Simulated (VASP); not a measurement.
# Si (Fm-3m) in VASP: further runs

Runs on Si. Level: LDA. Tasks: relaxation of the atoms.

Program: VASP 6.6.1. These are calculated values, not measurements. Logs are shortened: lines on timing, memory, paths and dates and some standing lists are left out, and cuts for length are marked.

## Step 1: The structure

It takes space group Fm-3m (No. 225, cubic). The conventional cell has a = 3.816 Å, b = 3.816 Å, c = 3.816 Å, α = 90.00°, β = 90.00°, γ = 90.00°. Si (site symmetry m-3m) is surrounded by 12 Si at 2.70 Å.

This isn't the form of Si at room conditions, which is diamond.

## Step 2: Relaxation of the atoms, LDA

File INCAR:

```
PREC = Accurate
ENCUT = 600
EDIFF = 1E-7
ISMEAR = 1
SIGMA = 0.1
LREAL = False
LASPH = True
NELM = 80
ALGO = Normal
ISIF = 2
LWAVE = False
LCHARG = False
GGA = CA
IBRION = 2
NSW = 40
EDIFFG = -0.01
```

File KPOINTS:

```
Automatic mesh
0
Gamma
  16 16 16
```

File POSCAR:

```
Si                                      
1.0
   -0.0000000000      1.9080755180      1.9080755180
    1.9080755180      0.0000000000      1.9080755180
    1.9080755180      1.9080755180     -0.0000000000
  Si            
     1
Direct
     0.0000000000000000    1.0000000000000000    0.0000000000000000
```

Potentials or basis: VASP PAW LDA potentials, release 64 (Si).

On the command line:

```console
cat potpaw_LDA.64/Si/POTCAR > POTCAR
mpirun -np 1 vasp_std > vasp.out
```

OUTCAR:

```text
PREC = Accurate
   ENCUT = 600
   EDIFF = 1E-7
   ISMEAR = 1
   LREAL = False
   LASPH = True
   NELM = 80
   ISIF = 2
   GGA = CA
   IBRION = 2
   NSW = 40
   EDIFFG = -0.01

 ion  position               nearest neighbor table
   1  0.000  0.000  0.000-

  LATTYP: Found a face centered cubic cell.
 ALAT       =     3.8161510360

  Lattice vectors:

 A1 = (   0.0000000000,   1.9080755180,   1.9080755180)
 A2 = (   1.9080755180,   0.0000000000,   1.9080755180)
 A3 = (   1.9080755180,   1.9080755180,   0.0000000000)

Analysis of symmetry for initial positions (statically):
=====================================================================
 Subroutine PRICEL returns:
 Original cell was already a primitive cell.

 Routine SETGRP: Setting up the symmetry group for a
 face centered cubic supercell.

 Subroutine GETGRP returns: Found 48 space group operations
 (whereof 48 operations were pure point group operations)
 out of a pool of 48 trial point group operations.

The static configuration has the point symmetry O_h .

Analysis of symmetry for dynamics (positions and initial velocities):
=====================================================================
 Subroutine PRICEL returns:
 Original cell was already a primitive cell.

 Routine SETGRP: Setting up the symmetry group for a
 face centered cubic supercell.

 Subroutine GETGRP returns: Found 48 space group operations
 (whereof 48 operations were pure point group operations)
 out of a pool of 48 trial point group operations.

The dynamic configuration has the point symmetry O_h .

 Subroutine INISYM returns: Found 48 space group operations
 (whereof 48 operations are pure point group operations),
 and found     1 'primitive' translations

----------------------------------------------------------------------------------------

                                     Primitive cell

  volume of cell :      13.8937

  direct lattice vectors                    reciprocal lattice vectors
     0.000000000  1.908075518  1.908075518    -0.262044136  0.262044136  0.262044136
     1.908075518  0.000000000  1.908075518     0.262044136 -0.262044136  0.262044136
     1.908075518  1.908075518  0.000000000     0.262044136  0.262044136 -0.262044136

  length of vectors
     2.698426276  2.698426276  2.698426276     0.453873757  0.453873757  0.453873757

  position of ions in fractional coordinates (direct lattice)
     0.000000000  0.000000000  0.000000000

  ion indices of the primitive-cell ions
   primitive index   ion index
                 1           1

----------------------------------------------------------------------------------------

 KPOINTS: Automatic mesh

Automatic generation of k-mesh.
 Grid dimensions read from file:
 generate k-points for:   16   16   16

 Generating k-lattice:

  Cartesian coordinates                     Fractional coordinates (reciprocal lattice)
    -0.016377758  0.016377758  0.016377758     0.062500000  0.000000000  0.000000000
     0.016377758 -0.016377758  0.016377758     0.000000000  0.062500000  0.000000000
     0.016377758  0.016377758 -0.016377758     0.000000000  0.000000000  0.062500000

  Length of vectors
     0.028367110  0.028367110  0.028367110

  Shift w.r.t. Gamma in fractional coordinates (k-lattice)
     0.000000000  0.000000000  0.000000000

 Subroutine IBZKPT returns following result:
 ===========================================

 Found    145 irreducible k-points:

 Following reciprocal coordinates:
            Coordinates               Weight
  0.000000  0.000000  0.000000      1.000000
  0.062500  0.000000  0.000000      8.000000
  0.125000  0.000000  0.000000      8.000000
  0.187500  0.000000  0.000000      8.000000
  0.250000  0.000000  0.000000      8.000000
  0.312500  0.000000  0.000000      8.000000
[... 16 lines left out ...]
 -0.125000  0.062500  0.000000     24.000000
 -0.062500  0.062500  0.000000     12.000000
 [... further k-points ...]
   k-points           NKPTS =    145   k-points in BZ     NKDIM =    145   number of bands    NBANDS=      6
   number of dos      NEDOS =    301   number of ions     NIONS =      1
   total plane-waves  NPLWV =  13824
   dimension x,y,z NGX =    24 NGY =   24 NGZ =   24
   dimension x,y,z NGXF=    48 NGYF=   48 NGZF=   48
   ions per type =               1
   NGX,Y,Z   is equivalent  to a cutoff of  14.79, 14.79, 14.79 a.u.
   NGXF,Y,Z  is equivalent  to a cutoff of  29.57, 29.57, 29.57 a.u.
 SYSTEM =  unknown system
   PREC   = accura    normal or accurate (medium, high low for compatibility)
   ISTART =      0    job   : 0-new  1-cont  2-samecut
   ICHARG =      2    charge: 1-file 2-atom 10-const
   ISPIN  =      1    spin polarized calculation?
   LNONCOLLINEAR =      F non collinear calculations
   LSORBIT =      F    spin-orbit coupling
   LASPH  =      T    aspherical Exc in radial PAW
   ENCUT  =  600.0 eV  44.10 Ry    6.64 a.u.   5.39  5.39  5.39*2*pi/ulx,y,z
   NELM   =     80;   NELMIN=  2; NELMDL= -5     # of ELM steps
   EDIFF  = 0.1E-06   stopping-criterion for ELM
   LREAL  =      F    real-space projection
   EDIFFG = -.1E-01   stopping-criterion for IOM
   NSW    =     40    number of steps for IOM
   IBRION =      2    ionic relax: 0-MD 1-quasi-New 2-CG
   NFREE  =      1    steps in history (QN), initial steepest desc. (CG)
   ISIF   =      2    stress and relaxation
   ISYM   =      2    0-nonsym 1-usesym 2-fastsym
   POTIM  = 0.5000    time-step for ionic-motion
   TEBEG  =    0.0;   TEEND  =   0.0 temperature during run
   PSTRESS=    0.0 pullay stress
   NELECT =       4.0000    total number of electrons
   NUPDOWN=      -1.0000    fix difference up-down
   EMIN   =  10.00;   EMAX   =-10.00  energy-range for DOS
   EFERMI =   0.00;   METHOD = LEGACY
   ISMEAR =     1;   SIGMA  =   0.10  broadening in eV -4-tet -1-fermi 0-gaus
   EFERMI_NEDOS =   21; number of points for ismear=-14 and -15
   IALGO  =     38    algorithm
   IMIX   =      4    mixing-type and parameters
     AMIX     =   0.40;   BMIX     =  1.00
     AMIX_MAG =   1.60;   BMIX_MAG =  1.00
  volume/ion in A,a.u.               =      13.89        93.76
  Fermi-wavevector in a.u.,A,eV,Ry     =   1.080992  2.042779 15.899011  1.168544
  Thomas-Fermi vector in A             =   2.216997
   LORBIT       =      0    0 simple, 1 ext, 2 COOP (PROOUT), +10 PAW based schemes
   GGA     = CA    functional components
   LHFCALC =     F    Hartree Fock is set to
   AEXX    =    0.0000 exact exchange contribution
   IVDW    =     0    specifies the selected vdW correction
   LEPSILON=     F    determine dielectric tensor
   LRPA    =     F    only Hartree local field effects (RPA)
 conjugate gradient relaxation of ions
 non-spin polarized calculation
 Methfessel and Paxton  Order N= 1 SIGMA  =   0.10
  energy-cutoff  :      600.00
  volume of cell :       13.89
 maximum number of plane-waves:       483
 NGX is ok and might be reduce to    24
   NGX = 11   NGY = 11   NGZ = 11

 number of electron       4.0000000 magnetization

 Free energy of the ion-electron system (eV)
  ---------------------------------------------------
  ext. energy  EPLUGINS =         0.00000000
  ---------------------------------------------------
  free energy    TOTEN  =        -5.50655699 eV

  energy without entropy =       -5.50683431  energy(sigma->0) =       -5.50664943

 E-fermi :  10.7070     XC(G=0): -11.4294

 val. band max:       10.7055610059   @ k =   0.5000   0.3750   0.0000
 cond. band min:      10.7113802892   @ k =  -0.2500   0.1250   0.0000
 fundamental gap:      0.0058192833
 Fermi energy:        10.7070138953

 k-point     1 :       0.0000    0.0000    0.0000
  band No.  band energies     occupation
      1      -4.0962      2.00000
      2      22.1347      0.00000
      3      22.1347      0.00000
      4      22.1347      0.00000
      5      22.7462      0.00000
      6      22.7462      0.00000

 k-point     2 :       0.0625    0.0000    0.0000
  band No.  band energies     occupation
      1      -3.9796      2.00000
      2      20.0402      0.00000
      3      21.4475      0.00000
      4      21.4475      0.00000
      5      23.5771      0.00000
      6      23.5771      0.00000

 k-point     3 :       0.1250    0.0000    0.0000
  band No.  band energies     occupation
      1      -3.6302      2.00000
      2      17.3441      0.00000
      3      20.6975      0.00000
      4      20.6975      0.00000
      5      24.2235      0.00000
      6      24.6508      0.00000

 k-point     4 :       0.1875    0.0000    0.0000
  band No.  band energies     occupation
      1      -3.0493      2.00000
      2      14.6280      0.00000
      3      20.1185      0.00000
      4      20.1185      0.00000
      5      24.1971      0.00000
      6      25.0684      0.00000

 k-point     5 :       0.2500    0.0000    0.0000
  band No.  band energies     occupation
      1      -2.2390      2.00000
      2      12.0121     -0.00000
      3      19.7207      0.00000
      4      19.7207      0.00000
      5      24.1092      0.00000
      6      24.3282      0.00000
[... 136 lines left out ...]
 k-point    21 :      -0.2500    0.0625    0.0000
  band No.  band energies     occupation
      1      -1.8158      2.00000
      2      11.2625     -0.00000
      3      17.7256      0.00000
      4      20.6741      0.00000
      5      23.1887      0.00000
      6      24.4505      0.00000

 k-point    22 :      -0.1875    0.0625    0.0000
  band No.  band energies     occupation
      1      -2.7015      2.00000
      2      13.8246      0.00000
      3      18.0370      0.00000
      4      21.1666      0.00000
      5      23.9675      0.00000
      6      24.7374      0.00000

 k-point    23 :      -0.1250    0.0625    0.0000
  band No.  band energies     occupation
      1      -3.3589      2.00000
      2      16.4969      0.00000
      3      18.5446      0.00000
      4      21.7405      0.00000
      5      23.8549      0.00000
      6      24.6673      0.00000

 k-point    24 :      -0.0625    0.0625    0.0000
  band No.  band energies     occupation
      1      -3.7854      2.00000
      2      19.0661      0.00000
      3      19.3431      0.00000
      4      22.2129      0.00000
      5      23.0465      0.00000
      6      24.2826      0.00000

 [... further k-points ...]
[... 5 lines left out ...]
  --------------------------------------------------------------------------------------
  -------------------------------------------------------------------------------------
  Total       -0.0029956     -0.0029956     -0.0029956     -0.0000000     -0.0000000     -0.0000000
  in kB       -0.3454419     -0.3454419     -0.3454419     -0.0000000     -0.0000000     -0.0000000
  external PRESSURE =      -0.3454419 kB  Pullay stress =       0.0000000 kB

 VOLUME and BASIS-vectors are now :
 -----------------------------------------------------------------------------
  energy-cutoff  :      600.00
  volume of cell :       13.89
      direct lattice vectors                 reciprocal lattice vectors
     0.000000000  1.908075518  1.908075518    -0.262044136  0.262044136  0.262044136
     1.908075518  0.000000000  1.908075518     0.262044136 -0.262044136  0.262044136
     1.908075518  1.908075518  0.000000000     0.262044136  0.262044136 -0.262044136

 POSITION                                       TOTAL-FORCE (eV/Angst)
 -----------------------------------------------------------------------------------
      0.00000      0.00000      0.00000         0.000000      0.000000      0.000000
 -----------------------------------------------------------------------------------
    total drift:                               -0.000000      0.000000      0.000000

  FREE ENERGIE OF THE ION-ELECTRON SYSTEM (eV)
  ---------------------------------------------------
  free  energy   TOTEN  =        -5.5065569923 eV

  energy  without entropy=       -5.5068343067  energy(sigma->0) =       -5.50664943

 reached required accuracy - stopping structural energy minimisation
```

Wall time 6.4 s (1 thread of AMD EPYC 9R45 (Zen 5), shared host); peak memory 0.09 GiB.

What came out:

```yaml
Free_energy: -5.5066 eV
Pressure_after_relaxing: 0.0 GPa
Band_gap_on_the_k_mesh: none (metal or under the smearing width)
```

Final structure:
```cif
data_structure
_symmetry_space_group_name_H-M 'P 1'
_symmetry_Int_Tables_number 1
_cell_length_a 2.6984
_cell_length_b 2.6984
_cell_length_c 2.6984
_cell_angle_alpha 60.000
_cell_angle_beta 60.000
_cell_angle_gamma 60.000
_cell_volume 13.89
loop_
_atom_site_label
_atom_site_type_symbol
_atom_site_fract_x
_atom_site_fract_y
_atom_site_fract_z
_atom_site_occupancy
Si1 Si 0.00000 0.00000 0.00000 1
```

Levels at points of the mesh, in eV from the Fermi level:
| k point | band 1 | band 2 | band 3 | band 4 | band 5 |
| --- | --- | --- | --- | --- | --- |
| (0.00, 0.00, 0.00) | -14.80 | 11.43 | 11.43 | 11.43 | 12.04 |
| (0.50, 0.00, 0.00) | -7.74 | -7.19 | 8.78 | 8.78 | 10.94 |
| (0.50, 0.50, 0.00) | -5.54 | -4.56 | 3.25 | 3.25 | 4.36 |

Caveat: the relaxation stopped at its first step, so nothing moved.

(Part 1 of 3 ends here.)
